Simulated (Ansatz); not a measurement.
# Fe (Fmmm) in Ansatz: convergence with smearing width

Aim: find how far smearing width must go before the results for Fe settle, at PBEsol. This setting moves, with any that are tied to it; all else stays.

All numbers are computed with Ansatz 0.2.0; they aren't measurements. Logs are shortened: lines on timing, memory, paths and dates and some standing lists are left out, and cuts for length are marked.

**1. Starting point**

It takes space group Fmmm (No. 69, orthorhombic). Conventional cell: a = 2.997 Å, b = 3.883 Å, c = 3.930 Å, α = 90.00°, β = 90.00°, γ = 90.00°. Around Fe (site symmetry mmm) lie 12 Fe at 2.45 to 2.76 Å.

**2. With smearing width 0.3 eV**

Input file input.yaml:

```yaml
crystal:
  lattice:
    - [0.0, 1.9417396906, 1.9651051623]
    - [1.4984397099, 0.0, 1.9651051623]
    - [1.4984397099, 1.9417396906, 0.0]
  atoms:
    - { symbol: Fe, position: [0.0, 0.0, 0.0], spin: 3.0 }
hamiltonian:
  xc: pbesol
  pseudopotentials: { kind: paw }
magnetization:
  spin_polarized: true
kpoints:
  mp_grid: { grid: [11, 11, 11] }
scf:
  occupations: { method: fermi_dirac, width: 0.3 }
output:
  forces: true
  stress: true
  eigenvalues: true
```

Potentials or basis: Ansatz PAW.

On the command line:

```sh
ansatz run input.yaml --threads 2 --pin off --max-ram 5632MiB --backend cpu --events-out ev --progress --plain --runs-dir out
```

It took 1.9 s on 2 threads of Intel Xeon 6975P-C (Granite Rapids), shared host; peak memory 0.38 GiB.

What came out:

- Free energy: -4448.9715 eV
- Pressure: -9.8 GPa
- Band gap on the k mesh: none (metal or under the smearing width)
- Net moment: 2.05 μB per cell
- Absolute moment: 2.12 μB per cell
- Site moments: Fe +2.07 μB

**3. With smearing width 0.2 eV**

input.yaml, as its differences from that of step 2:

```diff
@@ -15,3 +15,3 @@
 scf:
-  occupations: { method: fermi_dirac, width: 0.3 }
+  occupations: { method: fermi_dirac, width: 0.2 }
 output:
```

Potentials or basis: Ansatz PAW.

On the command line:

```sh
ansatz run input.yaml --threads 2 --pin off --max-ram 5632MiB --backend cpu --events-out ev --progress --plain --runs-dir out
```

It took 1.8 s on 2 threads of Intel Xeon 6975P-C (Granite Rapids), shared host; peak memory 0.38 GiB.

Results:

```
Free energy            : -4448.8745 eV
Pressure               : -9.4 GPa
Band gap on the k mesh : none (metal or under the smearing width)
Net moment             : 2.17 μB per cell
Absolute moment        : 2.26 μB per cell
Site moments           : Fe +2.20 μB
```

**4. With smearing width 0.15 eV**

input.yaml, as its differences from that of step 3:

```diff
@@ -15,3 +15,3 @@
 scf:
-  occupations: { method: fermi_dirac, width: 0.2 }
+  occupations: { method: fermi_dirac, width: 0.15 }
 output:
```

On the command line:

```sh
ansatz run input.yaml --threads 2 --pin off --max-ram 5632MiB --backend cpu --events-out ev --progress --plain --runs-dir out
```

It took 1.9 s on 2 threads of Intel Xeon 6975P-C (Granite Rapids), shared host; peak memory 0.38 GiB.

What came out:

| Item | Value |
| --- | --- |
| Free energy | -4448.8439 eV |
| Pressure | -9.4 GPa |
| Band gap on the k mesh | none (metal or under the smearing width) |
| Net moment | 2.20 μB per cell |
| Absolute moment | 2.29 μB per cell |
| Site moments | Fe +2.23 μB |

**5. With smearing width 0.1 eV**

input.yaml, as its differences from that of step 4:

```diff
@@ -15,3 +15,3 @@
 scf:
-  occupations: { method: fermi_dirac, width: 0.15 }
+  occupations: { method: fermi_dirac, width: 0.1 }
 output:
```

On the command line:

```sh
ansatz run input.yaml --threads 2 --pin off --max-ram 5632MiB --backend cpu --events-out ev --progress --plain --runs-dir out
```

Wall time 2 s (2 threads of Intel Xeon 6975P-C (Granite Rapids), shared host); peak memory 0.38 GiB.

Results:

```
Free energy            : -4448.8228 eV
Pressure               : -9.4 GPa
Band gap on the k mesh : none (metal or under the smearing width)
Net moment             : 2.22 μB per cell
Absolute moment        : 2.31 μB per cell
Site moments           : Fe +2.25 μB
```

**6. With smearing width 0.05 eV**

input.yaml, as its differences from that of step 5:

```diff
@@ -15,3 +15,3 @@
 scf:
-  occupations: { method: fermi_dirac, width: 0.1 }
+  occupations: { method: fermi_dirac, width: 0.05 }
 output:
```

Potentials or basis: Ansatz PAW.

On the command line:

```sh
ansatz run input.yaml --threads 2 --pin off --max-ram 5632MiB --backend cpu --events-out ev --progress --plain --runs-dir out
```

Run time: 2 s. Hardware: 2 threads of Intel Xeon 6975P-C (Granite Rapids), shared host; peak memory 0.38 GiB.

Results (log left out):

| Property | Result |
| --- | --- |
| Free energy | -4448.8103 eV |
| Pressure | -9.7 GPa |
| Band gap on the k mesh | none (metal or under the smearing width) |
| Net moment | 2.22 μB per cell |
| Absolute moment | 2.31 μB per cell |
| Site moments | Fe +2.25 μB |

**7. With smearing width 0.025 eV**

input.yaml, as its differences from that of step 6:

```diff
@@ -15,3 +15,3 @@
 scf:
-  occupations: { method: fermi_dirac, width: 0.05 }
+  occupations: { method: fermi_dirac, width: 0.025 }
 output:
```

On the command line:

```sh
ansatz run input.yaml --threads 2 --pin off --max-ram 5632MiB --backend cpu --events-out ev --progress --plain --runs-dir out
```

It took 2 s on 2 threads of Intel Xeon 6975P-C (Granite Rapids), shared host; peak memory 0.38 GiB.

The run converged. Its results:

| Property | Result |
| --- | --- |
| Free energy | -4448.8071 eV |
| Pressure | -9.8 GPa |
| Band gap on the k mesh | none (metal or under the smearing width) |
| Net moment | 2.22 μB per cell |
| Absolute moment | 2.31 μB per cell |
| Site moments | Fe +2.25 μB |

**8. With smearing width 0.01 eV**

input.yaml, as its differences from that of step 7:

```diff
@@ -15,3 +15,3 @@
 scf:
-  occupations: { method: fermi_dirac, width: 0.025 }
+  occupations: { method: fermi_dirac, width: 0.01 }
 output:
```

On the command line:

```sh
ansatz run input.yaml --threads 2 --pin off --max-ram 5632MiB --backend cpu --events-out ev --progress --plain --runs-dir out
```

It took 2.1 s on 2 threads of Intel Xeon 6975P-C (Granite Rapids), shared host; peak memory 0.38 GiB.

The run converged. Its results:

```
Free energy            : -4448.8063 eV
Pressure               : -9.9 GPa
Band gap on the k mesh : none (metal or under the smearing width)
Net moment             : 2.21 μB per cell
Absolute moment        : 2.31 μB per cell
Site moments           : Fe +2.25 μB
```

**9. With smearing width 0.005 eV**

input.yaml, as its differences from that of step 8:

```diff
@@ -15,3 +15,3 @@
 scf:
-  occupations: { method: fermi_dirac, width: 0.01 }
+  occupations: { method: fermi_dirac, width: 0.005 }
 output:
```

Potentials or basis: Ansatz PAW.

On the command line:

```sh
ansatz run input.yaml --threads 2 --pin off --max-ram 5632MiB --backend cpu --events-out ev --progress --plain --runs-dir out
```

The log of the run:

```text
Warning: RAYON_NUM_THREADS=2 ignored (pool sized by the plan → 2); use --threads N
Engine: ansatz 0.2.0, x86_64-unknown-linux-gnu
Pseudopotentials: kind: paw
Pseudopotential: Fe, paw, valence charge 16, recommended cutoff 420 eV (normal), Fe.paw.azcp
Functional definition: PBEsol
  exchange = pbesol_x
  correlation = pbesol_c
Crystal: 1 atoms, lattice volume = 11.435 Å³
Basis set: ecut = 420 eV, 221 PW (Γ), exchange–correlation on 40×36×36 points (8 copies of the dense FFT grid, shifted against one another)
Bands: 14, of which v1, the nominal top of the filled ones, is band 8 counted from 1 (7 counted from 0)
Symmetry: 8 space group operations
Space group: Fmmm (ITA 69), of the structure as read, at distance tolerance 2.3e-5 Å
Magnetic group: BNS 69.521 (UNI 619), of the structure as read, at distance tolerance 2.3e-5 Å
k-points: 216 of 1331
Non-local potential: Fe, projectors of the file, l = 0: 3, l = 1: 2, l = 2: 3, l = 3: 1
PAW form: soft (Blöchl's): semilocal exchange-correlation on the pseudo side does not see the compensation charge
PAW frozen core: Fe, regenerated for the run's functional, and the local potential with it (the file was generated under x = pbe(κ = 0.804, μ = 0.2195149727645171), c = pbe(β = 0.06672455060314922))
PAW one-centre angular grid: Fe, 590 points (default); XC on 64 Gauss nodes
Initial density: superposition of atomic densities (chi_scale 0.1, normalization cell)
Starting moments: Σ|m| = 3 μB on 1 of 1 site
Initial wavefunctions: pseudopotential atomic-orbital guess
Functional: x = pbesol(κ = 0.804, μ = 0.12345679012345678), c = pbesol(β = 0.046)
SCF iter   1: F=—  HF=-4449.101397 eV  |F-HF|=—  |Δ(HF+E_count)|=         —  Δρ=1.43e-1 (↑1.43e-1 ↓5.06e-2)  dr2=1.95e0  dr2_m=5.22e-1  M=2.144 μB ∫|m|=2.169 μB  β_m=0.30  ethr=3.10e-3  ⟨swp⟩=5.2  Hψ=29117  notcnv=0
Mixer restart at iter 1: flushing history
preconditioner: auto → none  [insulator: Δε(μ)=0.016 eV  Ē_g=14.376 eV  σ=0.005 eV  W_gap=0.51  n_scr=0 (ndim 8)  ℏωp=31.1 eV  f_vac=0.000  D(μ)=0.93/eV (n_scr^D=12)  ε∞_Penn≈5.7]
[... 7 lines left out ...]
SCF iter   9: F=-4448.806196 eV  HF=-4448.806196 eV  |F-HF|=1.07e-8  |Δ(HF+E_count)|=   1.79e-8  Δρ=1.57e-5 (↑1.57e-5 ↓1.32e-5)  dr2=1.67e-8  dr2_m=1.19e-8  M=2.214 μB ∫|m|=2.308 μB  ethr=4.76e-10  ⟨swp⟩=5.5  Hψ=25010  notcnv=0
SCF 1 converged in 9 iterations: F = -4448.806196 eV  dr2 = 1.67e-8
SCF converged after 9 iterations
Magnetization: 2.2137 μB (9.1068 up, 6.8932 down)
Absolute magnetization: 2.3083 μB (∫|ρ↑−ρ↓|, with the PAW one-centre terms)
Spin contamination: 0.0330 ħ² per cell (⟨S²⟩ above its minimum at these occupations)
Per-site moments (μB) at R_I (Å): [(2.246389573798645, 1.011733477502028)]
Free energy (F): -4448.806196 eV
Harris-Foulkes:  -4448.806196 eV  (|F-HF|=1.07e-8)
Internal energy: -4448.806139 eV  (E = F + TS)
E sigma→0 (E₀):  -4448.806168 eV
Entropy (-TS):   -0.000057 eV (-0.057 meV/atom)
Fermi energy:    18.206918 eV
--- Per-component energies (eV) ---
  E_band       = -215.003558
  E_kinetic    = 350.338094
  E_local      = -2072.152368  (includes V_loc(G=0)·N_el)
  E_nonlocal   = 219.788148
  E_hartree    = 867.795955
  E_xc         = -117.038735
  E_vxc        = -151.324081  (∫ρ·V_xc dr)
  E_paw        = -1334.832408  (= ΣΔE_a)
  E_vpaw       = -297.252097  (= ΣTr[D̂ρ^β])
  E_aug_tail   = 0.000952  (compensation charges beyond the density's cutoff)
  E_ewald      = -2362.884979
  E_core_change = 0.179202  (= ΣΔE_core)
  E_smearing   = -0.000057  (= −TS)
  E_closure    = -0.000000  (closes the sum)
  Σ components = -4448.806196   (vs F -4448.806196, Δ=0.00e0)
--- Forces (eV/Å), atoms counted from 1 ---
  atom   1  Fe     0.00000000     0.00000000    -0.00000000
  max |Σ_I F_I| component: 1.48e-31 eV/Å
--- Stress (GPa, compression-positive) ---
      -15.449458       0.000000       0.000000
        0.000000      -5.736106      -0.000000
        0.000000      -0.000000      -8.431891
  P = ⅓ Tr σ = -9.8725 GPa (-98.725 kbar)
--- Band table (eV; the first three rows and the last of 432) ---
  k-point 0 ↑: bands = ["-69.5646", "-35.4981", "-35.4910", "-35.4851", "9.6516", "15.7593", "15.8533", "16.1924", "16.9382", "17.3381", "41.3638", "42.8460", "43.1082", "47.4237"]
  k-point 1 ↑: bands = ["-69.5585", "-35.5253", "-35.5026", "-35.4893", "9.9837", "15.7721", "15.8584", "16.2606", "16.8880", "17.3009", "40.1337", "41.9492", "42.8109", "46.3645"]
  k-point 2 ↑: bands = ["-69.5422", "-35.6137", "-35.5289", "-35.4900", "10.9197", "15.6774", "15.7424", "16.6739", "16.8236", "17.2528", "36.4604", "40.5872", "42.4072", "45.0198"]
  k-point 215 ↓: bands = ["-66.8516", "-33.3304", "-33.0770", "-32.9387", "14.7642", "16.1831", "18.5126", "20.0785", "20.4327", "21.6019", "27.3430", "34.2237", "36.6371", "41.9774"]
```

Run time: 2.3 s. Hardware: 2 threads of Intel Xeon 6975P-C (Granite Rapids), shared host; peak memory 0.37 GiB.

Results:

* Free energy: -4448.8062 eV
* Pressure: -9.9 GPa
* Band gap on the k mesh: none (metal or under the smearing width)
* Net moment: 2.21 μB per cell
* Absolute moment: 2.31 μB per cell
* Site moments: Fe +2.25 μB

**10. The series at a glance**

```tsv
smearing width	energy less the tightest run, at zero smearing (meV/atom)	pressure (GPa)	absolute moment (μB)	SCF cycles	CPU time (s)	peak memory (GiB)
0.3 eV	21.80	-9.80	2.12	9	3.4	0.38
0.2 eV	3.54	-9.41	2.26	9	3.3	0.38
0.15 eV	0.68	-9.36	2.29	10	3.5	0.38
0.1 eV	0.04	-9.43	2.31	9	3.5	0.38
0.05 eV	0.09	-9.66	2.31	9	3.6	0.38
0.025 eV	0.06	-9.81	2.31	9	3.6	0.38
0.01 eV	0.02	-9.88	2.31	9	3.7	0.38
0.005 eV	0.00	-9.87	2.31	9	4	0.37
```

Against the tightest run, the energy stays within 1 meV/atom from 0.15 eV on; the pressure stays within 0.1 GPa from 0.025 eV on; the absolute moment stays within 0.02 μB from 0.15 eV on. Narrower smearing needs a denser k mesh, so at a fixed mesh the narrowest width isn't the most accurate. The tightest run that finished is the yardstick and may itself not be fully converged.

Caveats: the PAW data sets come from PBE, with cores solved anew for the run's functional, which leaves a small shift of forces and pressure.
